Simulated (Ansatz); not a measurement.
Runs of Ansatz 0.2.0 on Al2O3 (Corundum). It takes space group R-3c (No. 167, trigonal). Conventional cell: a = 4.760 Å, b = 4.760 Å, c = 12.996 Å, α = 90.00°, β = 90.00°, γ = 120.00°. Al (site symmetry 3) is surrounded by 6 O at 1.85 to 1.97 Å. O (site symmetry 2) is surrounded by 4 Al at 1.85 to 1.97 Å. 

```csv
level,gap on the mesh (eV),pressure (GPa),largest force (eV/Å)
RPBE,6.31,12.6,0.04
LDA,(b),-5.3,(a)
BLYP,6.48,11.3,0.04
PBE,6.22,7.3,0.03
revPBE,6.29,11.3,0.04
```

Alike in all rows: task projected density of states; potentials or basis Ansatz PAW; no spin polarisation; cell as given; k mesh 7 × 7 × 7; cutoff (eV) 420; smearing fermi-dirac 0.05 eV.

**Question.** Estimate the missing entries.

**Answer.** (a) 0.11; (b) 6.16.

Caveats: odd divisions of the mesh miss points on the zone boundary, where band edges often lie, so the gap on the mesh can be too wide; the density of states is complete only up to the lowest level of the last band computed; the PAW data sets come from PBE, with cores solved anew for the run's functional, which leaves a small shift of forces and pressure (some runs).

A k mesh can miss the band edges.
